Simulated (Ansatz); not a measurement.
Al₂Pt: rattling a relaxed structure

It was reached by relaxing an invented guess, and it needn't be the stable form of this composition.

Theory: Ansatz 0.2.0, DFT PBE, scalar-relativistic, plane waves, PAW. Settings: cutoff 420 eV, Γ-centred mesh 12×12×10 on the computed 6-atom cell, Gaussian smearing of 0.10 eV; no spin polarisation.

The cell below (6 atoms, space group P-62m (No. 189)) is relaxed within its symmetry.

```cif
data_structure
_symmetry_space_group_name_H-M 'P 1'
_symmetry_Int_Tables_number 1
_cell_length_a 5.0133
_cell_length_b 5.0133
_cell_length_c 4.2366
_cell_angle_alpha 90.000
_cell_angle_beta 90.000
_cell_angle_gamma 120.000
_cell_volume 92.22
loop_
_atom_site_label
_atom_site_type_symbol
_atom_site_fract_x
_atom_site_fract_y
_atom_site_fract_z
_atom_site_occupancy
Al1 Al 0.35419 0.00000 0.50000 1
Al2 Al 0.00000 0.35419 0.50000 1
Al3 Al 0.64581 0.64581 0.50000 1
Al4 Al 0.00000 0.00000 0.00000 1
Pt1 Pt 0.33333 0.66667 0.00000 1
Pt2 Pt 0.66667 0.33333 0.00000 1
```

For the test a repeat of it with 12 atoms (edges 4.24, 5.01, 8.68 Å) was strained at random (σ = 1.5 % a component), the atoms were moved at random (σ = 0.05 Å), and all was relaxed again on a coarse 6×4×4 mesh (in the run’s order of axes) with 0.20 eV smearing, with no symmetry imposed.

These runs have no spin–orbit coupling, which can matter for Pt.

Question: What happens?

Answer: It doesn't return. The energy falls by 84 meV/atom on that mesh, the volume changes by 5.0 %, and the end has space group Amm2 (No. 38) at a loose tolerance. Relaxed again on a 10×8×8 mesh with 0.10 eV smearing, the new structure lies 80 meV/atom below the first (mesh in the axes of the run's cell; the cell below is made exact in the group named). Space group Amm2 (No. 38), orthorhombic, a = 4.159 Å, b = 8.117 Å, c = 5.741 Å. Al on a site of symmetry mm2 is surrounded by 4 Pt at 2.61 Å and 6 Al at 2.65–2.80 Å; around Al on a site of symmetry m lie 2 Pt at 2.55 Å, 5 Al at 2.65–2.93 Å, 2 Pt at 2.87 Å and 2 Al at 3.19 Å; Al on a second site of symmetry mm2 has 4 Pt at 2.60–2.69 Å and 6 Al at 2.80–2.93 Å; Pt is surrounded by 6 Al at 2.55–2.69 Å, 2 Al at 2.87 Å and 3 Pt at 3.03–3.10 Å.

```
Al Pt
1.0
     4.15886    0.00000    0.00000
     0.00000    4.05847    2.87057
     0.00000   -4.05847    2.87057
Al Pt
4 2
Direct
  0.00000 0.59760 0.59760
  0.00000 0.36350 0.03361
  0.00000 0.03361 0.36350
  0.50000 0.92342 0.92342
  0.50000 0.35027 0.73198
  0.50000 0.73198 0.35027
```
